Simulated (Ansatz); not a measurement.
# ZnS (F-43m), random displacements

Computed with DFT PBE, scalar-relativistic, plane waves, PAW (Ansatz). Cutoff 420 eV, Γ-centred 6×6×6 k-points, Gaussian smearing of 0.05 eV. No spin polarisation. Energies are free energies at this smearing, counted from the undisturbed cell; pressure is positive in compression.

Reference structure (as given, not relaxed at this level):

```
CELL_PARAMETERS angstrom
5.40930 0.00000 0.00000
0.00000 -5.40930 0.00000
0.00000 0.00000 -5.40930
ATOMIC_POSITIONS crystal
Zn 0.00000 0.50000 0.50000
Zn 0.50000 0.00000 0.50000
Zn 0.50000 0.50000 0.00000
Zn 0.00000 0.00000 0.00000
S 0.75000 0.75000 0.75000
S 0.25000 0.25000 0.75000
S 0.25000 0.75000 0.25000
S 0.75000 0.25000 0.25000
```

The atoms are displaced (Å, in the unstrained cell):

```
atom ux uy uz
 Zn1   0.001   0.107  -0.212
 Zn2   0.264   0.037   0.519
 Zn3   0.093  -0.080   0.058
 Zn4  -0.044  -0.124   0.209
  S5  -0.336  -0.182  -0.278
  S6  -0.069   0.063  -0.072
  S7   0.214  -0.001  -0.137
  S8  -0.122   0.181  -0.087
```

The cell is not strained.

Problem. What are the energy change, the stress and the forces?

Solution. ΔE = 671.2 meV/atom; stress (xx, yy, zz, yz, xz, xy; compression positive) (14.53, 20.96, 9.55, -10.86, 8.35, -16.76) GPa; gap on the mesh 1.71 eV.
```
atom Fx (eV/Å) Fy Fz
 Zn1      -0.49   -0.96   0.68
 Zn2      -7.24    9.16  -8.00
 Zn3      -2.14    2.96  -2.02
 Zn4      -0.92    1.47  -1.83
  S5       2.80   -1.70   3.24
  S6       2.10   -1.20   0.76
  S7      -3.60    2.25   0.78
  S8       9.49  -11.97   6.37
```

Cost: 1 run of about 1.6 core-minutes, on Arm Neoverse V2 (shared hosts).